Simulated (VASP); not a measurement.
# GaSb: band structure with TPSS

**Experimental background.**

A printed reference work, data compilation reports, for a bulk crystal of GaSb at 4.2 K: band gap 0.811 eV (direct).

GaSb:

```xyz
2
Lattice="0.0000 3.0590 3.0590 3.0590 0.0000 3.0590 3.0590 3.0590 0.0000" Properties=species:S:1:pos:R:3 pbc="T T T"
Sb    4.5885    4.5885    4.5885
Ga    0.0000    0.0000    0.0000
```

| Quantity | Value |
| --- | --- |
| Program | VASP 6.6.1 |
| Task | band structure |
| Functional | TPSS |
| Potentials or basis | VASP PAW PBE potentials, release 64 (Sb, Ga_d) |
| Cutoff | 520 eV |
| k mesh | 8 × 8 × 8 |
| Occupations | fermi-dirac, width 0.05 eV |
| Spin | no spin polarisation |
| Further INCAR settings | ALGO = Normal; EDIFF = 1e-07; NBANDS = 16 |

The pressure is 1.3 GPa. The band gap on the k mesh is 0.16 eV, direct and the band gap along the path is 0.16 eV, direct.

Levels at the corners of the path, in eV from the valence-band top:
```csv
point,band 7,band 8,band 9,band 10,band 11,band 12
Γ,0.00,0.00,0.00,0.16,2.83,2.83
X,-6.89,-2.62,-2.62,0.91,1.28,8.86
X,-6.89,-2.62,-2.62,0.91,1.28,8.86
W,-6.75,-3.41,-3.19,3.76,4.37,4.53
W,-6.75,-3.41,-3.19,3.76,4.37,4.53
K,-6.70,-3.68,-2.23,1.43,3.94,6.72
K,-6.70,-3.68,-2.23,1.43,3.94,6.72
Γ,0.00,0.00,0.00,0.16,2.83,2.83
Γ,0.00,0.00,0.00,0.16,2.83,2.83
L,-6.45,-1.17,-1.17,0.46,3.82,3.82
L,-6.45,-1.17,-1.17,0.46,3.82,3.82
U,-6.70,-3.68,-2.23,1.43,3.94,6.72
U,-6.70,-3.68,-2.23,1.43,3.94,6.72
W,-6.75,-3.41,-3.19,3.76,4.37,4.53
W,-6.75,-3.41,-3.19,3.76,4.37,4.53
L,-6.45,-1.17,-1.17,0.46,3.82,3.82
L,-6.45,-1.17,-1.17,0.46,3.82,3.82
K,-6.70,-3.68,-2.23,1.43,3.94,6.72
U,-6.70,-3.68,-2.23,1.43,3.94,6.72
X,-6.89,-2.62,-2.62,0.91,1.28,8.86
```

Run time: 5 min on 1 thread of Intel(R) Xeon(R) Platinum 8559C (Emerald Rapids), with other jobs on the host, peak memory 0.19 GiB.

Against the measured gap of GaSb, 0.811 eV (direct; 4.2 K; a printed reference work, data compilation), the calculated 0.16 eV is off by -0.65 eV. Spin-orbit coupling on Ga, Sb is left out. The value is that of TPSS, without temperature or zero-point motion.

Caveat: the PAW data sets were made with another functional, which shifts forces and pressure a little; spin-orbit coupling is left out, which moves the levels of the heavy elements.
